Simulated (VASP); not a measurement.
# Te2Mo in VASP: equation of state

Aim: energy against volume of Te2Mo in PBEsol, for its equilibrium volume and stiffness.

Everything below comes from runs of VASP 6.6.1. Logs are shortened: lines on timing, memory, paths and dates and some standing lists are left out, and cuts for length are marked.

## Step 1: Starting point

The cell holds a slab with vacuum, 6 atoms: a = 6.362 Å, b = 3.480 Å, c = 36.176 Å, α = 90.00°, β = 90.14°, γ = 90.00°.

## Step 2: Equation of state, PBEsol, 125.49 Å³/atom (volume scaled by 0.94)

INCAR reads:

```
SYSTEM = Te2Mo
PREC     = Accurate       ! precision mode
ENCUT    = 520            ! plane-wave cutoff, eV
EDIFF    = 1E-7           ! SCF threshold, eV
ISMEAR   = -1             ! smearing method
SIGMA    = 0.05           ! smearing width, eV
LREAL    = .False.        ! projectors in reciprocal space
LASPH    = .True.         ! aspherical terms in the spheres
NELM     = 60             ! most SCF steps
ALGO     = Normal         ! electronic algorithm
ISIF     = 2              ! what is computed and relaxed
LWAVE    = .False.        ! write WAVECAR
LCHARG   = .False.        ! write CHGCAR
GGA      = PS             ! functional
NBANDS   = 35             ! bands
KPAR     = 2
```

KPOINTS reads:

```
Automatic mesh
0
Gamma
  4 8 1
  0 0 0
```

POSCAR reads:

```
Te2Mo
1.0
    6.2317438208      0.0000000000      0.0000000000
    0.0000000000      3.4093544903      0.0000000000
   -0.0839909111      0.0000000000     35.4373997734
Te Mo
4 2
Direct
    0.4292511000      0.7500000000      0.5407035800
    0.5707489000      0.2500000000      0.4592964200
    0.9208478700      0.2500000000      0.5565273200
    0.0791521300      0.7500000000      0.4434726800
    0.1813475600      0.2500000000      0.4974653700
    0.8186524400      0.7500000000      0.5025346300
```

Potentials or basis: VASP PAW PBE potentials, release 64 (Te, Mo_sv).

Started as:

```console
cat potpaw_PBE.64/Te/POTCAR potpaw_PBE.64/Mo_sv/POTCAR > POTCAR
mpirun -np 2 vasp_std > vasp.out
```

OUTCAR:

```text
SYSTEM = Te2Mo
   PREC = Accurate
   ENCUT = 520
   EDIFF = 1E-7
   ISMEAR = -1
   LREAL = .False.
   LASPH = .True.
   NELM = 60
   ISIF = 2
   GGA = PS

 Found     15 irreducible k-points:

 Following reciprocal coordinates:
            Coordinates               Weight
  0.000000  0.000000  0.000000      1.000000
  0.250000  0.000000 -0.000000      2.000000
  0.500000  0.000000 -0.000000      1.000000
  0.000000  0.125000  0.000000      2.000000
  0.250000  0.125000 -0.000000      4.000000
  0.500000  0.125000 -0.000000      2.000000
   k-points           NKPTS =     15   k-points in BZ     NKDIM =     15   number of bands    NBANDS=     35
   number of dos      NEDOS =    301   number of ions     NIONS =      6
   total plane-waves  NPLWV = 362880
   dimension x,y,z NGX =    48 NGY =   28 NGZ =  270
   dimension x,y,z NGXF=    96 NGYF=   56 NGZF=  540
   ions per type =               4   2
   NGX,Y,Z   is equivalent  to a cutoff of  12.81, 13.65, 12.67 a.u.
   NGXF,Y,Z  is equivalent  to a cutoff of  25.61, 27.31, 25.33 a.u.
 SYSTEM =  Te2Mo
   PREC   = accura    normal or accurate (medium, high low for compatibility)
   ISTART =      0    job   : 0-new  1-cont  2-samecut
   ICHARG =      2    charge: 1-file 2-atom 10-const
   ISPIN  =      1    spin polarized calculation?
   LNONCOLLINEAR =      F non collinear calculations
   LSORBIT =      F    spin-orbit coupling
   LASPH  =      T    aspherical Exc in radial PAW
   ENCUT  =  520.0 eV  38.22 Ry    6.18 a.u.  11.59  6.34 65.89*2*pi/ulx,y,z
   NELM   =     60;   NELMIN=  2; NELMDL= -5     # of ELM steps
   EDIFF  = 0.1E-06   stopping-criterion for ELM
   LREAL  =      F    real-space projection
   EDIFFG = 0.1E-05   stopping-criterion for IOM
   NSW    =      0    number of steps for IOM
   IBRION =     -1    ionic relax: 0-MD 1-quasi-New 2-CG
   NFREE  =      0    steps in history (QN), initial steepest desc. (CG)
   ISIF   =      2    stress and relaxation
   ISYM   =      2    0-nonsym 1-usesym 2-fastsym
   POTIM  = 0.5000    time-step for ionic-motion
   TEBEG  =    0.0;   TEEND  =   0.0 temperature during run
   PSTRESS=    0.0 pullay stress
   NELECT =      52.0000    total number of electrons
   NUPDOWN=      -1.0000    fix difference up-down
   EMIN   =  10.00;   EMAX   =-10.00  energy-range for DOS
   EFERMI =   0.00;   METHOD = LEGACY
   ISMEAR =    -1;   SIGMA  =   0.05  broadening in eV -4-tet -1-fermi 0-gaus
   EFERMI_NEDOS =   21; number of points for ismear=-14 and -15
   IALGO  =     38    algorithm
   IMIX   =      4    mixing-type and parameters
     AMIX     =   0.40;   BMIX     =  1.00
     AMIX_MAG =   1.60;   BMIX_MAG =  1.00
  volume/ion in A,a.u.               =     125.49       846.82
  Fermi-wavevector in a.u.,A,eV,Ry     =   0.671678  1.269288  6.138295  0.451152
  Thomas-Fermi vector in A             =   1.747570
   LORBIT       =      0    0 simple, 1 ext, 2 COOP (PROOUT), +10 PAW based schemes
   GGA     = PS    functional components
   LHFCALC =     F    Hartree Fock is set to
   AEXX    =    0.0000 exact exchange contribution
   IVDW    =     0    specifies the selected vdW correction
   LEPSILON=     F    determine dielectric tensor
   LRPA    =     F    only Hartree local field effects (RPA)
 non-spin polarized calculation
  energy-cutoff  :      520.00
  volume of cell :      752.91
 maximum number of plane-waves:     20323
 NGX is ok and might be reduce to    48
   NGX = 23   NGY = 13   NGZ =131

 number of electron      52.0000000 magnetization

 Free energy of the ion-electron system (eV)
  ---------------------------------------------------
  ext. energy  EPLUGINS =         0.00000000
  ---------------------------------------------------
  free energy    TOTEN  =       -39.06829053 eV

  energy without entropy =      -39.05915454  energy(sigma->0) =      -39.06372254

 E-fermi :  -2.1085     XC(G=0):  -2.3834

 val. band max:       -2.2442038079   @ k =   0.0000   0.1250   0.0000
 cond. band min:      -2.1003978129   @ k =   0.0000   0.1250   0.0000
 fundamental gap:      0.1438059950
 Fermi energy:        -2.1084659948

 k-point     1 :       0.0000    0.0000    0.0000
  band No.  band energies     occupation
      1     -62.9466      2.00000
      2     -62.8712      2.00000
      3     -37.2790      2.00000
      4     -37.1988      2.00000
      5     -37.1536      2.00000
      6     -36.9983      2.00000
[... 27 lines left out ...]
     34       1.6580      0.00000
     35       1.9677      0.00000

 k-point     2 :       0.2500    0.0000   -0.0000
  band No.  band energies     occupation
      1     -62.9464      2.00000
      2     -62.8714      2.00000
      3     -37.2737      2.00000
      4     -37.1982      2.00000
      5     -37.1536      2.00000
      6     -36.9989      2.00000
[... 27 lines left out ...]
     34       1.8439      0.00000
     35       2.1732      0.00000

 k-point     3 :       0.5000    0.0000   -0.0000
  band No.  band energies     occupation
      1     -62.9462      2.00000
      2     -62.8716      2.00000
      3     -37.2681      2.00000
      4     -37.1977      2.00000
      5     -37.1536      2.00000
      6     -36.9994      2.00000
[... 27 lines left out ...]
     34       1.9428      0.00000
     35       2.5636      0.00000

 k-point     4 :       0.0000    0.1250    0.0000
  band No.  band energies     occupation
      1     -62.9426      2.00000
      2     -62.8729      2.00000
      3     -37.2799      2.00000
      4     -37.2245      2.00000
      5     -37.1453      2.00000
      6     -37.0277      2.00000
[... 27 lines left out ...]
     34       1.5265      0.00000
     35       2.2193      0.00000

 k-point     5 :       0.2500    0.1250   -0.0000
  band No.  band energies     occupation
      1     -62.9424      2.00000
      2     -62.8731      2.00000
      3     -37.2758      2.00000
      4     -37.2247      2.00000
      5     -37.1451      2.00000
      6     -37.0285      2.00000
[... 27 lines left out ...]
     34       1.5153      0.00000
     35       2.4348      0.00000

 k-point     6 :       0.5000    0.1250   -0.0000
  band No.  band energies     occupation
      1     -62.9422      2.00000
      2     -62.8732      2.00000
      3     -37.2716      2.00000
      4     -37.2251      2.00000
      5     -37.1449      2.00000
      6     -37.0293      2.00000
[... 27 lines left out ...]
     34       1.3401      0.00000
     35       2.9562      0.00000

 [... further k-points ...]

------------------------ aborting loop because EDIFF is reached ----------------------------------------

  FORCE on cell =-STRESS in cart. coord.  units (eV):
  Direction    XX          YY          ZZ          XY          YZ          ZX
  --------------------------------------------------------------------------------------
  -------------------------------------------------------------------------------------
  Total        3.1625915      2.1171245      4.7602297      0.0000000      0.0000000      0.1270459
  in kB        6.7299228      4.5051928     10.1296606      0.0000000      0.0000000      0.2703508
  external PRESSURE =       7.1215921 kB  Pullay stress =       0.0000000 kB

 VOLUME and BASIS-vectors are now :
 -----------------------------------------------------------------------------
  energy-cutoff  :      520.00
  volume of cell :      752.91
      direct lattice vectors                 reciprocal lattice vectors
     6.231743821  0.000000000  0.000000000     0.160468727  0.000000000  0.000380330
     0.000000000  3.409354490  0.000000000     0.000000000  0.293310655  0.000000000
    -0.083990911  0.000000000 35.437399773     0.000000000  0.000000000  0.028218775

 POSITION                                       TOTAL-FORCE (eV/Angst)
 -----------------------------------------------------------------------------------
      2.62957      2.55702     19.16113         0.107371     -0.000000      0.397347
      3.51818      0.85234     16.27627        -0.107371      0.000000     -0.397347
      5.69174      0.85234     19.72188        -0.034827     -0.000000      0.911535
      0.45601      2.55702     15.71552         0.034827      0.000000     -0.911535
      1.08833      0.85234     17.62888         0.240979     -0.000000      0.077351
      5.05942      2.55702     17.80852        -0.240979     -0.000000     -0.077351
 -----------------------------------------------------------------------------------
    total drift:                               -0.000000     -0.000000     -0.000000

  FREE ENERGIE OF THE ION-ELECTRON SYSTEM (eV)
  ---------------------------------------------------
  free  energy   TOTEN  =       -39.0682905298 eV

  energy  without entropy=      -39.0591545450  energy(sigma->0) =      -39.06372254
```

Wall time 5.3 min (2 MPI ranks of Intel Xeon Platinum 8488C (Sapphire Rapids), shared host); peak memory 0.9 GiB.

What came out:

| Item | Value |
| --- | --- |
| Free energy | -39.0683 eV |
| Largest force | 0.912 eV/Å |
| Band gap on the k mesh | none (metal or under the smearing width) |

Caveat: the PAW data sets were made with another functional, which shifts forces and pressure a little.

## Step 3: Equation of state, PBEsol, 128.16 Å³/atom (volume scaled by 0.96)

INCAR is that of step 2.

KPOINTS is that of step 2.

Changes to POSCAR since step 2:

```diff
@@ -2,5 +2,5 @@
 1.0
-    6.2317438208      0.0000000000      0.0000000000
-    0.0000000000      3.4093544903      0.0000000000
-   -0.0839909111      0.0000000000     35.4373997734
+    6.2756307866      0.0000000000      0.0000000000
+    0.0000000000      3.4333648200      0.0000000000
+   -0.0845824159      0.0000000000     35.6869671492
 Te Mo
```

Potentials or basis: VASP PAW PBE potentials, release 64 (Te, Mo_sv).

Started as:

```console
cat potpaw_PBE.64/Te/POTCAR potpaw_PBE.64/Mo_sv/POTCAR > POTCAR
mpirun -np 2 vasp_std > vasp.out
```

It took 5.5 min on 2 MPI ranks of Intel Xeon Platinum 8488C (Sapphire Rapids), shared host; peak memory 0.91 GiB.

It converged, with:

| Item | Value |
| --- | --- |
| Free energy | -39.1165 eV |
| Largest force | 0.519 eV/Å |
| Band gap on the k mesh | none (metal or under the smearing width) |

Caveat: the PAW data sets were made with another functional, which shifts forces and pressure a little.

## Step 4: Equation of state, PBEsol, 130.82 Å³/atom (volume scaled by 0.98)

INCAR is that of step 3.

KPOINTS is that of step 3.

Changes to POSCAR since step 3:

```diff
@@ -2,5 +2,5 @@
 1.0
-    6.2756307866      0.0000000000      0.0000000000
-    0.0000000000      3.4333648200      0.0000000000
-   -0.0845824159      0.0000000000     35.6869671492
+    6.3189123666      0.0000000000      0.0000000000
+    0.0000000000      3.4570439464      0.0000000000
+   -0.0851657613      0.0000000000     35.9330919416
 Te Mo
```

Started as:

```console
cat potpaw_PBE.64/Te/POTCAR potpaw_PBE.64/Mo_sv/POTCAR > POTCAR
mpirun -np 2 vasp_std > vasp.out
```

Run time: 5.7 min. Hardware: 2 MPI ranks of Intel Xeon Platinum 8488C (Sapphire Rapids), shared host; peak memory 0.92 GiB.

The run converged. Its results:

```yaml
Free_energy: -39.1213 eV
Largest_force: 0.158 eV/Å
Band_gap_on_the_k_mesh: none (metal or under the smearing width)
```

Caveat: the PAW data sets were made with another functional, which shifts forces and pressure a little.

## Step 5: Equation of state, PBEsol, 136.16 Å³/atom (volume scaled by 1.02)

INCAR is that of step 4.

KPOINTS is that of step 4.

Changes to POSCAR since step 4:

```diff
@@ -2,5 +2,5 @@
 1.0
-    6.3189123666      0.0000000000      0.0000000000
-    0.0000000000      3.4570439464      0.0000000000
-   -0.0851657613      0.0000000000     35.9330919416
+    6.4037401044      0.0000000000      0.0000000000
+    0.0000000000      3.5034527586      0.0000000000
+   -0.0863090623      0.0000000000     36.4154728842
 Te Mo
```

Started as:

```console
cat potpaw_PBE.64/Te/POTCAR potpaw_PBE.64/Mo_sv/POTCAR > POTCAR
mpirun -np 2 vasp_std > vasp.out
```

Run time: 5.9 min. Hardware: 2 MPI ranks of Intel Xeon Platinum 8488C (Sapphire Rapids), shared host; peak memory 0.94 GiB.

It converged, with:

- Free energy: -39.0186 eV
- Largest force: 0.482 eV/Å
- Band gap on the k mesh: none (metal or under the smearing width)

Caveat: the PAW data sets were made with another functional, which shifts forces and pressure a little.

## Step 6: Equation of state, PBEsol, 138.83 Å³/atom (volume scaled by 1.04)

INCAR is that of step 5.

KPOINTS is that of step 5.

Changes to POSCAR since step 5:

```diff
@@ -2,5 +2,5 @@
 1.0
-    6.4037401044      0.0000000000      0.0000000000
-    0.0000000000      3.5034527586      0.0000000000
-   -0.0863090623      0.0000000000     36.4154728842
+    6.4453239976      0.0000000000      0.0000000000
+    0.0000000000      3.5262030893      0.0000000000
+   -0.0868695265      0.0000000000     36.6519436197
 Te Mo
```

Potentials or basis: VASP PAW PBE potentials, release 64 (Te, Mo_sv).

Started as:

```console
cat potpaw_PBE.64/Te/POTCAR potpaw_PBE.64/Mo_sv/POTCAR > POTCAR
mpirun -np 2 vasp_std > vasp.out
```

Run time: 5.7 min. Hardware: 2 MPI ranks of Intel Xeon Platinum 8488C (Sapphire Rapids), shared host; peak memory 0.95 GiB.

Results (log left out):

- Free energy: -38.9191 eV
- Largest force: 0.764 eV/Å
- Band gap on the k mesh: none (metal or under the smearing width)

Caveat: the PAW data sets were made with another functional, which shifts forces and pressure a little.

## Step 7: Equation of state, PBEsol, 141.50 Å³/atom (volume scaled by 1.06)

INCAR is that of step 6.

KPOINTS is that of step 6.

Changes to POSCAR since step 6:

```diff
@@ -2,5 +2,5 @@
 1.0
-    6.4453239976      0.0000000000      0.0000000000
-    0.0000000000      3.5262030893      0.0000000000
-   -0.0868695265      0.0000000000     36.6519436197
+    6.4863781235      0.0000000000      0.0000000000
+    0.0000000000      3.5486635872      0.0000000000
+   -0.0874228505      0.0000000000     36.8854017842
 Te Mo
```

Started as:

```console
cat potpaw_PBE.64/Te/POTCAR potpaw_PBE.64/Mo_sv/POTCAR > POTCAR
mpirun -np 2 vasp_std > vasp.out
```

Wall time 5.9 min (2 MPI ranks of Intel Xeon Platinum 8488C (Sapphire Rapids), shared host); peak memory 0.94 GiB.

It converged, with:

* Free energy: -38.7920 eV
* Largest force: 1.024 eV/Å
* Band gap on the k mesh: none (metal or under the smearing width)

Caveat: the PAW data sets were made with another functional, which shifts forces and pressure a little.

## Step 8: Equation of state, PBEsol

No new run: the results of the series are fitted here.

Results:

```
Equilibrium volume                        : 129.79 Å³/atom
Bulk modulus at fixed shape and positions : 19.7 GPa
Pressure derivative of the bulk modulus   : 4.5
```

Energy against volume, from the lowest point:
```
volume (Å³/atom)  energy (meV/atom)
         125.485               8.83
         128.155               0.79
         130.825               0.00
         133.495               5.67
         136.165              17.11
         138.835              33.70
         141.505              54.88
```

Caveat: the cell was scaled at fixed shape and fractional positions, which overstates the stiffness of a crystal with free parameters, most of all of layers and chains; the PAW data sets were made with another functional, which shifts forces and pressure a little.
